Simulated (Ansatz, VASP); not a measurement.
## One calculation of SnSe2, two programs

Contents of POSCAR:

```
SnSe2
1.0
    3.8251493202      0.0000000000      0.0000000000
   -1.9125746601      3.3126764845      0.0000000000
    0.0000000000      0.0000000000      6.2270791596
Sn Se
1 2
Direct
    0.0000000000      0.0000000000      0.0000000000
    0.3333333333      0.6666666667      0.2530782193
    0.6666666667      0.3333333333      0.7469217807
```

The input INCAR.step1:

```
SYSTEM = SnSe2
PREC = Accurate ; ENCUT = 520
ISMEAR = 0 ; SIGMA = 0.01
LREAL = .FALSE. ; LASPH = .TRUE.
NELM = 100 ; NBANDS = 20
GGA = PE ; ALGO = Normal
EDIFF = 1E-4 ; LWAVE = .TRUE.
LCHARG = .FALSE.
```

INCAR.step2

```
SYSTEM = SnSe2
PREC = Accurate ; ENCUT = 520
EDIFF = 1E-7 ; ISMEAR = 0
SIGMA = 0.01 ; LREAL = .FALSE.
LASPH = .TRUE. ; NELM = 100
ALGO = Normal ; ISIF = 2
LWAVE = .FALSE. ; LCHARG = .FALSE.
METAGGA = R2SCAN ; LMIXTAU = .TRUE.
NBANDS = 20 ; ISTART = 1
```

KPOINTS

```
Automatic mesh
0
G
  12 12 4
  0 0 0
```

Input for Ansatz:

```yaml
crystal:
  lattice:
    - [3.8251493202, 0.0, 0.0]
    - [-1.9125746601, 3.3126764845, 0.0]
    - [0.0, 0.0, 6.2270791596]
  atoms:
    - { symbol: Sn, position: [0.0, 0.0, 0.0] }
    - { symbol: Se, position: [0.3333333333, 0.6666666667, 0.2530782193] }
    - { symbol: Se, position: [0.6666666667, 0.3333333333, 0.7469217807] }
kpoints:
  mp_grid: { grid: [12, 12, 4] }
  band_path:
    path:
      - [0.0, 0.0, 0.0]
      - [0.5, 0.0, 0.0]
      - [0.3333333333, 0.3333333333, 0.0]
      - [0.0, 0.0, 0.5]
      - [0.5, 0.0, 0.5]
      - [0.3333333333, 0.3333333333, 0.5]
      - [-0.088542, 0.171875, 0.0]
      - [0.0, 0.458333, 0.34375]
    npoints: 1
hamiltonian:
  xc: r2scan
scf:
  occupations: { method: fixed }
  n_extra_bands: 4
output:
  forces: true
  stress: true
  eigenvalues: true
```

The cell was built by a generator and needn't be a form met in nature.

Alike in both runs: task single point; functional r2SCAN; k mesh 12 × 12 × 4; no spin polarisation.

|  | VASP | Ansatz |
| --- | --- | --- |
| version | VASP 6.6.1 | Ansatz 0.2.0 |
| potentials or method | VASP PAW PBE potentials, release 64 (Sn_d, Se) | plane waves, PAW |
| plane-wave cutoff (eV) | 520 | 500 |
| occupations | gaussian, width 0.01 eV | fixed |
| valence electrons in the cell | 26 | 46 |

|  | VASP | Ansatz | Ansatz less VASP |
| --- | --- | --- | --- |
| gap on the k mesh at the Fermi level (eV) | 1.01 | 1.01 | -0.001 |
| pressure (GPa) | 1.0 | 0.9 | -0.05 |
| rms of the force components (eV/Å) | 0.007 | 0.014 | +0.0062 |

Atom by atom the forces differ by 0.006 eV/Å (rms over components). The two sets of potentials don't hold the same shells in valence.

Caveats: the PAW data sets were made with another functional, which shifts forces and pressure a little (VASP); spin-orbit coupling is left out, which moves the levels of the heavy elements. A k mesh can miss the band edges.
